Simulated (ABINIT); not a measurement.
# Quasiparticle gap of LiF (Griceite) in ABINIT, part 2 of 3

How does a plane-wave GW calculation on LiF (Griceite) run from the first input to the gap?

ABINIT 10.8.3; LDA and many-body steps on it, plane waves. Known limits of the many-body steps: not at the basis limit.

So far. Step 2 (Ground state): The gap is direct, at Γ.

### 3. Bands along the symmetry lines

Level of this step: DFT, LDA, plane waves, norm-conserving pseudopotentials (ABINIT).

The cheap functional maps the bands first; the places of the edges decide which points the dearer methods must see.

File run.abi:

```
acell 3*1.0 Angstrom
rprim 
  0.000000000000 2.014000000000 2.014000000000
  2.014000000000 0.000000000000 2.014000000000
  2.014000000000 2.014000000000 -0.000000000000
ntypat 2
znucl 3 9
natom 2
typat 1 2
xred 
  0.000000000000 0.000000000000 0.000000000000
  0.500000000000 0.500000000000 0.500000000000
pp_dirpath "pseudos"
pseudos "Li.upf, F.upf"
ecut 36
iscf -2
irdden 1
kptopt 0
nkpt 50
kpt 
  0.00000000 0.00000000 0.00000000
  0.06250000 0.00000000 0.06250000
  0.12500000 0.00000000 0.12500000
  0.18750000 0.00000000 0.18750000
  0.25000000 0.00000000 0.25000000
  0.31250000 0.00000000 0.31250000
  0.37500000 0.00000000 0.37500000
  0.43750000 0.00000000 0.43750000
  0.50000000 0.00000000 0.50000000
  0.51562500 0.03125000 0.51562500
  0.53125000 0.06250000 0.53125000
  0.54687500 0.09375000 0.54687500
  0.56250000 0.12500000 0.56250000
  0.57812500 0.15625000 0.57812500
  0.59375000 0.18750000 0.59375000
  0.60937500 0.21875000 0.60937500
  0.62500000 0.25000000 0.62500000
  0.37500000 0.37500000 0.75000000
  0.32812500 0.32812500 0.65625000
  0.28125000 0.28125000 0.56250000
  0.23437500 0.23437500 0.46875000
  0.18750000 0.18750000 0.37500000
  0.14062500 0.14062500 0.28125000
  0.09375000 0.09375000 0.18750000
  0.04687500 0.04687500 0.09375000
  0.00000000 0.00000000 0.00000000
  0.06250000 0.06250000 0.06250000
  0.12500000 0.12500000 0.12500000
  0.18750000 0.18750000 0.18750000
  0.25000000 0.25000000 0.25000000
  0.31250000 0.31250000 0.31250000
  0.37500000 0.37500000 0.37500000
  0.43750000 0.43750000 0.43750000
  0.50000000 0.50000000 0.50000000
  0.50000000 0.46875000 0.53125000
  0.50000000 0.43750000 0.56250000
  0.50000000 0.40625000 0.59375000
  0.50000000 0.37500000 0.62500000
  0.50000000 0.34375000 0.65625000
  0.50000000 0.31250000 0.68750000
  0.50000000 0.28125000 0.71875000
  0.50000000 0.25000000 0.75000000
  0.50000000 0.21875000 0.71875000
  0.50000000 0.18750000 0.68750000
  0.50000000 0.15625000 0.65625000
  0.50000000 0.12500000 0.62500000
  0.50000000 0.09375000 0.59375000
  0.50000000 0.06250000 0.56250000
  0.50000000 0.03125000 0.53125000
  0.50000000 0.00000000 0.50000000
istwfk *1
nband 12
nbdbuf 2
tolwfr 1e-08
nstep 40
prtwf 0
prtvol 0
indata_prefix "in"
outdata_prefix "out"
tmpdata_prefix "tmp"
```

Started as:

```sh
$ OMP_NUM_THREADS=1 mpirun -n 4 abinit run.abi > log
```

Numbers of over 12 decimals in the logs are rounded to 6 here.

Output:

```text
.Version 10.8.3 of ABINIT. v10.8.2 released Aug 2026.

 Symmetries : space group Fm -3 m (#225); Bravais cF (face-center cubic)
[... echo of the input left out ...]
== DATASET  1 ==================================================================
-   mpi_nproc: 4, omp_nthreads: 1 (-1 if OMP is not activated)

--- !DatasetInfo
iteration_state: {dtset: 1, }
dimensions: {natom: 2, nkpt: 50, mband: 12, nsppol: 1, nspinor: 1, nspden: 1, mpw: 1159, }
cutoff_energies: {ecut:  36.0, pawecutdg:  -1.0, }
electrons: {nelect:   1.00000000E+01, charge:   0.00000000E+00, occopt:   1.00000000E+00, tsmear:   1.00000000E-02, }

 Real(R)+Recip(G) space primitive vectors, cartesian coordinates (Bohr,Bohr^-1):
 R(1)=  0.0000000  3.8059084  3.8059084  G(1)= -0.1313747  0.1313747  0.1313747
 R(2)=  3.8059084  0.0000000  3.8059084  G(2)=  0.1313747 -0.1313747  0.1313747
 R(3)=  3.8059084  3.8059084  0.0000000  G(3)=  0.1313747  0.1313747 -0.1313747
 Unit cell volume ucvol=  1.1025670E+02 bohr^3
 Angles (23,13,12)=  6.00000000E+01  6.00000000E+01  6.00000000E+01 degrees

 getcut: wavevector=  0.0000  0.0000  0.0000  ngfft=  30  30  30
         ecut(hartree)=     36.000   => boxcut(ratio)=   2.06592

--- Pseudopotential description ------------------------------------------------
- Li Generated using ONCVPSP code by D. R. Hamann
-  3.00000   3.00000  180309                  znucl, zion, pspdat
12 -1012 1 -1 1944                            pspcod,pspxc,lmax,lloc,mmax
     nproj     2     2     0
  pspatm : epsatm=    2.61415252
         --- l  ekb(1:nproj) -->
             0   -4.854561   -1.448487
             1   -2.179236   -0.444438
 pspatm: atomic psp has been read  and splines computed

- F Generated using ONCVPSP code by D. R. Hamann
-  9.00000   7.00000  201202                  znucl, zion, pspdat
12 -1012 2 -1 824                             pspcod,pspxc,lmax,lloc,mmax
     nproj     2     2     1
  pspatm : epsatm=    4.94580260
         --- l  ekb(1:nproj) -->
             0    6.487052    1.061847
[...]
2   -2.364936
 pspatm: atomic psp has been read  and splines computed

--------------------------------------------------------------------------------

================================================================================
 prteigrs : about to open file out_EIG
 Non-SCF case, kpt    1 (  0.00000  0.00000  0.00000), residuals and eigenvalues=
  9.19E-10  4.06E-09  8.18E-10  2.14E-09  8.37E-09  1.23E-09  3.78E-09  7.37E-09
  1.37E-09  1.82E-09  2.11E-09  6.97E-09
 -1.5084E+00 -7.6724E-01 -5.0181E-02 -5.0181E-02 -5.0181E-02  2.7557E-01
  8.1338E-01  8.1338E-01  8.1338E-01  8.3141E-01  8.3141E-01  8.3141E-01
 Non-SCF case, kpt    2 (  0.06250  0.00000  0.06250), residuals and eigenvalues=
  6.26E-10  2.96E-09  2.00E-09  6.97E-10  3.29E-09  4.38E-09  2.54E-09  5.48E-09
  1.44E-09  9.67E-09  9.41E-09  5.08E-09
 -1.5083E+00 -7.6647E-01 -5.4037E-02 -5.1673E-02 -5.1673E-02  2.8142E-01
[...]
Non-SCF case, kpt    3 (  0.12500  0.00000  0.12500), residuals and eigenvalues=
  9.39E-10  1.37E-09  4.32E-09  2.15E-09  7.94E-09  5.97E-09  2.21E-09  4.14E-09
  8.64E-10  4.61E-09  2.92E-08  1.09E-07
[...]
Non-SCF case, kpt   49 (  0.50000  0.03125  0.53125), residuals and eigenvalues=
[...]
Non-SCF case, kpt   50 (  0.50000  0.00000  0.50000), residuals and eigenvalues=
[...]
-1.5052E+00 -7.4041E-01 -1.6380E-01 -8.7778E-02 -8.7778E-02  4.8021E-01
  5.4165E-01  5.8147E-01  6.7718E-01  6.7718E-01  1.1689E+00  1.3475E+00

--- !ResultsGS
iteration_state: {dtset: 1, }
comment   : Summary of ground state results
lattice_vectors:
- [  0.0000000,   3.8059084,   3.8059084, ]
- [  3.8059084,   0.0000000,   3.8059084, ]
- [  3.8059084,   3.8059084,  -0.0000000, ]
lattice_lengths: [   5.38237,    5.38237,    5.38237, ]
lattice_angles: [ 60.000,  60.000,  60.000, ] # degrees, (23, 13, 12)
lattice_volume:   1.1025670E+02
convergence: {deltae:  0.000E+00, res2:  0.000E+00, residm:  9.984E-09, diffor:  0.000E+00, }
etotal    :  -3.18299821E+01
entropy   :   0.00000000E+00
fermie    :  -5.01817454E-02
cartesian_stress_tensor: null
pressure_GPa: null
xred      :
- [  0.0000E+00,   0.0000E+00,   0.0000E+00, Li]
- [  5.0000E-01,   5.0000E-01,   5.0000E-01,  F]
cartesian_forces: null
force_length_stats: {min: null, max: null, mean: null, }

 Integrated electronic density in atomic spheres:
 ------------------------------------------------
 Atom  Sphere_radius  Integrated_density
[...]
================================================================================

 ----iterations are completed or convergence reached----

 Mean square residual over all n,k,spin=   33.976E-10; max=  99.842E-10
 reduced coordinates (array xred) for    2 atoms
       0.000000000000      0.000000000000      0.000000000000
       0.500000000000      0.500000000000      0.500000000000

 cartesian coordinates (angstrom) at end:
[...]
length scales=  1.889726125908  1.889726125908  1.889726125908 bohr
              =  1.000000000000  1.000000000000  1.000000000000 angstroms
 prteigrs : about to open file out_EIG
 Eigenvalues (hartree) for nkpt=  50  k points:
 kpt#   1, nband= 12, wtk=  1.00000, kpt=  0.0000  0.0000  0.0000 (reduced coord)
[...]
kpt#   2, nband= 12, wtk=  1.00000, kpt=  0.0625  0.0000  0.0625 (reduced coord)
[...]
kpt#   3, nband= 12, wtk=  1.00000, kpt=  0.1250  0.0000  0.1250 (reduced coord)
[...]
kpt#  49, nband= 12, wtk=  1.00000, kpt=  0.5000  0.0313  0.5313 (reduced coord)
  -1.50523   -0.74045   -0.16317   -0.08865   -0.08748    0.48025    0.53873    0.58135
   0.67587    0.68372    1.17027    1.35503
 kpt#  50, nband= 12, wtk=  1.00000, kpt=  0.5000  0.0000  0.5000 (reduced coord)
  -1.50523   -0.74041   -0.16380   -0.08778   -0.08778    0.48021    0.54165    0.58147
   0.67718    0.67718    1.16894    1.34752

== END DATASET(S) ==============================================================
================================================================================

 -outvars: echo values of variables after computation  --------
            nband          12
             nkpt          50
          spgroup         225
 [... the other variables as echoed above ...]

 Calculation completed.
```

The job ended after 2.9 s (4 MPI ranks of Arm Neoverse V2, shared host; peak memory 0.07 GiB).

This step gave:

- gap: 8.863 eV
- k of the valence top: 0.0469, 0.0469, 0.0938
- k of the conduction bottom: 0, 0, 0
- least direct gap: 8.864 eV

The gap is 8.863 eV, −0.001 eV from the run before at this level.

Electronic bands along the path, in eV, zero at the top of the highest filled band; v1 is the highest filled band, c1 the lowest empty one:

```csv
point,v4,v3,v2,v1,c1,c2,c3,c4
Γ,-19.51,0.00,0.00,0.00,8.86,23.50,23.50,23.50
halfway,-19.20,-1.46,-0.52,-0.52,11.14,18.38,19.36,20.19
X,-18.78,-3.09,-1.02,-1.02,14.43,16.10,17.19,19.79
halfway,-18.79,-2.96,-1.21,-0.95,14.44,15.44,17.39,19.62
U,-18.83,-2.57,-1.60,-0.75,14.11,14.52,18.12,19.23
jump to K,-18.83,-2.57,-1.60,-0.75,14.11,14.52,18.12,19.23
halfway,-19.20,-1.53,-0.78,-0.09,10.80,16.57,19.55,19.74
Γ,-19.51,0.00,0.00,0.00,8.86,23.50,23.50,23.50
halfway,-19.30,-1.39,-0.12,-0.12,10.07,17.56,20.13,20.13
L,-19.07,-2.56,-0.23,-0.23,10.43,16.39,18.47,18.47
halfway,-18.94,-2.38,-1.26,-0.49,12.17,15.36,18.53,18.83
W,-18.81,-2.14,-2.14,-0.81,14.67,14.67,17.05,18.95
halfway,-18.80,-2.83,-1.37,-0.92,14.46,15.33,17.13,19.34
X,-18.78,-3.09,-1.02,-1.02,14.43,16.10,17.19,19.79
```

The electronic bands as a text plot (rows in eV, shown from -8.0 to 14.9 only):

```
   14.4 |          +++++++++                            +++++++++
   13.4 |         +        +                            +
   12.5 |       ++          ++                        ++
   11.5 |     ++              ++                     +
   10.6 |    +                  +++          ++++++++
    9.6 |  ++                      ++    ++++
    8.7 |++                          ++++
    7.7 |
    6.8 |
    5.8 |
    4.9 |
    3.9 |
    3.0 |
    2.0 |
    1.0 |
    0.1 |*****              *************************
   -0.9 |  *****************  *******    ***        *************
   -1.8 |     ****       ********           ****       *******
   -2.8 |         *********                     ********   ******
   -3.7 |
   -4.7 |
   -5.6 |
   -6.6 |
   -7.5 |
         Γ           X  U|K            Γ         L        W     X
```

### 4. Empty states on the mesh, 6×6×6 mesh, 21 bands

The sums over transitions need many empty states on a uniform mesh; this step solves for them.

File run.abi:

```
acell 3*1.0 Angstrom
rprim 
  0.000000000000 2.014000000000 2.014000000000
  2.014000000000 0.000000000000 2.014000000000
  2.014000000000 2.014000000000 -0.000000000000
ntypat 2
znucl 3 9
natom 2
typat 1 2
xred 
  0.000000000000 0.000000000000 0.000000000000
  0.500000000000 0.500000000000 0.500000000000
pp_dirpath "pseudos"
pseudos "Li.upf, F.upf"
ecut 36
ngkpt 6 6 6
nshiftk 1
shiftk 0 0 0
kptopt 1
chksymbreak 0
iscf -2
irdden 1
istwfk *1
nband 21
nbdbuf 4
tolwfr 1e-09
nstep 60
prtvol 0
indata_prefix "in"
outdata_prefix "out"
tmpdata_prefix "tmp"
```

Output:

```text
.Version 10.8.3 of ABINIT. v10.8.2 released Aug 2026.

 Symmetries : space group Fm -3 m (#225); Bravais cF (face-center cubic)
[... echo of the input left out ...]
== DATASET  1 ==================================================================
-   mpi_nproc: 4, omp_nthreads: 1 (-1 if OMP is not activated)

--- !DatasetInfo
iteration_state: {dtset: 1, }
dimensions: {natom: 2, nkpt: 16, mband: 21, nsppol: 1, nspinor: 1, nspden: 1, mpw: 1158, }
cutoff_energies: {ecut:  36.0, pawecutdg:  -1.0, }
electrons: {nelect:   1.00000000E+01, charge:   0.00000000E+00, occopt:   1.00000000E+00, tsmear:   1.00000000E-02, }

 Real(R)+Recip(G) space primitive vectors, cartesian coordinates (Bohr,Bohr^-1):
 R(1)=  0.0000000  3.8059084  3.8059084  G(1)= -0.1313747  0.1313747  0.1313747
 R(2)=  3.8059084  0.0000000  3.8059084  G(2)=  0.1313747 -0.1313747  0.1313747
 R(3)=  3.8059084  3.8059084  0.0000000  G(3)=  0.1313747  0.1313747 -0.1313747
 Unit cell volume ucvol=  1.1025670E+02 bohr^3
 Angles (23,13,12)=  6.00000000E+01  6.00000000E+01  6.00000000E+01 degrees

 getcut: wavevector=  0.0000  0.0000  0.0000  ngfft=  30  30  30
         ecut(hartree)=     36.000   => boxcut(ratio)=   2.06592

--- Pseudopotential description ------------------------------------------------
- Li Generated using ONCVPSP code by D. R. Hamann
-  3.00000   3.00000  180309                  znucl, zion, pspdat
12 -1012 1 -1 1944                            pspcod,pspxc,lmax,lloc,mmax
     nproj     2     2     0
  pspatm : epsatm=    2.61415252
         --- l  ekb(1:nproj) -->
             0   -4.854561   -1.448487
             1   -2.179236   -0.444438
 pspatm: atomic psp has been read  and splines computed

- F Generated using ONCVPSP code by D. R. Hamann
-  9.00000   7.00000  201202                  znucl, zion, pspdat
12 -1012 2 -1 824                             pspcod,pspxc,lmax,lloc,mmax
     nproj     2     2     1
  pspatm : epsatm=    4.94580260
         --- l  ekb(1:nproj) -->
             0    6.487052    1.061847
[...]
2   -2.364936
 pspatm: atomic psp has been read  and splines computed

--------------------------------------------------------------------------------

================================================================================
 prteigrs : about to open file out_EIG
 Non-SCF case, kpt    1 (  0.00000  0.00000  0.00000), residuals and eigenvalues=
  2.41E-10  9.99E-11  7.59E-11  1.43E-10  2.86E-10  9.66E-11  4.04E-11  6.82E-11
  5.27E-11  4.38E-10  6.39E-10  4.30E-11  6.68E-10  2.92E-10  5.58E-10  1.03E-10
  1.52E-10  9.43E-10  3.60E-10  2.40E-06  5.08E-06
 -1.5084E+00 -7.6724E-01 -5.0181E-02 -5.0181E-02 -5.0181E-02  2.7557E-01
  8.1338E-01  8.1338E-01  8.1338E-01  8.3141E-01  8.3141E-01  8.3141E-01
  9.3882E-01  1.0968E+00  1.0968E+00  1.5889E+00  1.5889E+00  1.5889E+00
[...]
prteigrs : prtvol=0 or 1, do not print more k-points.

--- !ResultsGS
iteration_state: {dtset: 1, }
comment   : Summary of ground state results
lattice_vectors:
- [  0.0000000,   3.8059084,   3.8059084, ]
- [  3.8059084,   0.0000000,   3.8059084, ]
- [  3.8059084,   3.8059084,  -0.0000000, ]
lattice_lengths: [   5.38237,    5.38237,    5.38237, ]
lattice_angles: [ 60.000,  60.000,  60.000, ] # degrees, (23, 13, 12)
lattice_volume:   1.1025670E+02
convergence: {deltae:  0.000E+00, res2:  0.000E+00, residm:  9.934E-10, diffor:  0.000E+00, }
etotal    :  -3.18299821E+01
entropy   :   0.00000000E+00
fermie    :  -5.01817454E-02
cartesian_stress_tensor: null
pressure_GPa: null
xred      :
- [  0.0000E+00,   0.0000E+00,   0.0000E+00, Li]
- [  5.0000E-01,   5.0000E-01,   5.0000E-01,  F]
cartesian_forces: null
force_length_stats: {min: null, max: null, mean: null, }

 Integrated electronic density in atomic spheres:
 ------------------------------------------------
 Atom  Sphere_radius  Integrated_density
[...]
================================================================================

 ----iterations are completed or convergence reached----

 Mean square residual over all n,k,spin=   29.757E-11; max=  99.338E-11
 reduced coordinates (array xred) for    2 atoms
       0.000000000000      0.000000000000      0.000000000000
       0.500000000000      0.500000000000      0.500000000000

 cartesian coordinates (angstrom) at end:
    1      0.000000     0.000000     0.000000
    2      2.014000     2.014000     2.014000
 length scales=  1.889726125908  1.889726125908  1.889726125908 bohr
              =  1.000000000000  1.000000000000  1.000000000000 angstroms
 prteigrs : about to open file out_EIG
 Eigenvalues (hartree) for nkpt=  16  k points:
 kpt#   1, nband= 21, wtk=  0.00463, kpt=  0.0000  0.0000  0.0000 (reduced coord)
  -1.50840   -0.76724   -0.05018   -0.05018   -0.05018    0.27557    0.81338    0.81338
   0.81338    0.83141    0.83141    0.83141    0.93882    1.09677    1.09677    1.58893
   1.58893    1.58893    1.73022    2.33150    2.33150
 prteigrs : prtvol=0 or 1, do not print more k-points.

== END DATASET(S) ==============================================================
================================================================================

 -outvars: echo values of variables after computation  --------
            nband          21
             nkpt          16
          spgroup         225
 [... the other variables as echoed above ...]

 Calculation completed.
```

It took 2.3 s on 4 MPI ranks; peak memory 0.07 GiB.

Numbers from this step:

| Quantity | Value |
| --- | --- |
| gap | 8.864 eV |
| k of the valence top | 0, 0, 0 |
| k of the conduction bottom | 0, 0, 0 |
| least direct gap | 8.864 eV |
| k points computed | 16 |
| lowest point of the top converged band, above the valence top | 42.34 eV |

On this mesh the gap is 8.864 eV.

### 5. Screening, 6×6×6 mesh, 17 bands, screening to 108.8 eV

The RPA dielectric matrix is built and inverted for each q.

This step: RPA screening on LDA, plane waves, norm-conserving pseudopotentials.

Changes to run.abi since step 4:

```diff
@@ -20,10 +20,11 @@
 chksymbreak 0
-iscf -2
-irdden 1
 istwfk *1
-nband 21
-nbdbuf 4
-tolwfr 1e-09
-nstep 60
-prtvol 0
+occopt 1
+irdwfk 1
+optdriver 3
+nband 17
+ecuteps 4
+inclvkb 2
+awtr 1
+symchi 1
 indata_prefix "in"
```

Output:

```text
.Version 10.8.3 of ABINIT. v10.8.2 released Aug 2026.

 Symmetries : space group Fm -3 m (#225); Bravais cF (face-center cubic)
[... echo of the input left out ...]
== DATASET  1 ==================================================================
-   mpi_nproc: 4, omp_nthreads: 1 (-1 if OMP is not activated)

--- !DatasetInfo
iteration_state: {dtset: 1, }
dimensions: {natom: 2, nkpt: 16, mband: 17, nsppol: 1, nspinor: 1, nspden: 1, mpw: 1158, }
cutoff_energies: {ecut:  36.0, pawecutdg:  -1.0, }
electrons: {nelect:   1.00000000E+01, charge:   0.00000000E+00, occopt:   1.00000000E+00, tsmear:   1.00000000E-02, }

 SCREENING: Calculation of the susceptibility and dielectric matrices

 Based on a program developped by R.W. Godby, V. Olevano, G. Onida, and L. Reining.
 Incorporated in ABINIT by V. Olevano, G.-M. Rignanese, and M. Torrent.
.Using double precision arithmetic ; gwpc =  8

[... cell and pseudopotentials left out ...]
--------------------------------------------------------------------------------

 ==== K-mesh for the wavefunctions ====
 Number of points in the irreducible wedge :    16
[... list of points left out ...]
 Together with 48 symmetry operations and time-reversal symmetry
 yields   216 points in the full Brillouin Zone.

 ==== Q-mesh for the screening function ====
 Number of points in the irreducible wedge :    16
[... list of points left out ...]
 Together with 48 symmetry operations and time-reversal symmetry
 yields   216 points in the full Brillouin Zone.

 setmesh: FFT mesh size selected  =    20x   20x   20
          total number of points  =         8000

 vcoul_init : cutoff-mode = AUXILIARY_FUNCTION
 q-points for optical limit:   1
     1)      0.000010    0.000020    0.000030

- screening: taking advantage of time-reversal symmetry
- Maximum band index for partially occupied states nbvw = 5
- Remaining bands to be divided among processors   nbcw = 12
- Number of bands treated by each node ~3

 Number of electrons calculated from density =   10.0000; Expected =   10.0000
 average of density, n =  0.090697
 r_s =    1.3807
 omega_plasma =   29.0505 [eV]

 calculating chi0 at frequencies [eV] :
  1    0.000000E+00    0.000000E+00
  2    0.000000E+00    2.905047E+01

--------------------------------------------------------------------------------
  q-point number  1        q = ( 0.000000, 0.000000, 0.000000) [r.l.u.]
--------------------------------------------------------------------------------
[... chi0 elements left out ...]
 For q-point:  0.000010 0.000020 0.000030
  dielectric constant =   2.0097
  dielectric constant without local fields =   2.0873

  Average fulfillment of the sum rule on Im[epsilon] for q-point    1 :     22.66  [%]
[... wings left out ...]
  q-point number  2        q = ( 0.166667, 0.000000, 0.000000) [r.l.u.]
--------------------------------------------------------------------------------
[... chi0 elements left out ...]
  Average fulfillment of the sum rule on Im[epsilon] for q-point    2 :     52.27  [%]

 [... 14 further q-points ...]
```

Wall time 2.9 s (4 MPI ranks); peak memory 0.09 GiB; 11 s of CPU time.

Numbers from this step:

| Item | Value |
| --- | --- |
| ε∞ with local fields, on this mesh, along the program's q direction | 2.010 |
| the same without local fields | 2.087 |
| plasma frequency | 29.05 eV |
| plane waves in the screening matrix | 51 |

Local fields lower ε∞ by 4 %.

[end of part 2 of 3]

[Paths, hosts, dates, memory and timing lines, banners, echoed tables and standing remarks are left out of the program output.]

[Logs are printed without paths, hosts, clocks, repeated set-up lines and the standing remarks that a program may print on its own settings, such as how far it seeks lower states.]

[Runs of the session that timed out or met a known fault of the program may be left out.]

[Hosts, paths, dates, database ids (printed as entryN), source tags and the programs' standing remarks are cut or masked in the printed files.]

[G0W0 gaps are taken among the corrected bands and points alone; a level outside them can change the order at an edge.]

[Where Ansatz stands beside ABINIT at settings called matched, ABINIT's density can come from a denser mesh and the files from another edition; pairs whose starting gaps differed by over 0.03 eV were left out, so agreement reads better than it is.]
